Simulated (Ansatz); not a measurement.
# AlRu in Ansatz: the effect of functional

AlRu:

```
Ru Al
1.0
     3.01141    0.00000    0.00000
     0.00000    3.01141    0.00000
     0.00000    0.00000    3.01141
Ru Al
1 1
Cartesian
  1.5057 1.5057 1.5057
  0.0000 0.0000 0.0000
```

The cell isn't the ideal one: volume scaled by 1.02.

Alike in all runs:

- Program: Ansatz 0.2.0
- Task: single point
- Potentials or basis: Ansatz PAW
- k mesh: 9 × 9 × 9
- Occupations: fermi-dirac, width 0.05 eV
- Spin: no spin polarisation

```tsv
functional	cutoff	pressure (GPa)
LDA	420 eV (not typed: the program's choice for these potentials)	-11.9
PBEsol	420 eV (not typed: the program's choice for these potentials)	?
r2SCAN	500 eV (not typed: the program's choice for these potentials)	-6.1
```

Q: What does the run with functional PBEsol give?

A: Pressure -7.2 GPa.

Caveats: the PAW data sets come from PBE, with cores solved anew for the run's functional, which leaves a small shift of forces and pressure.
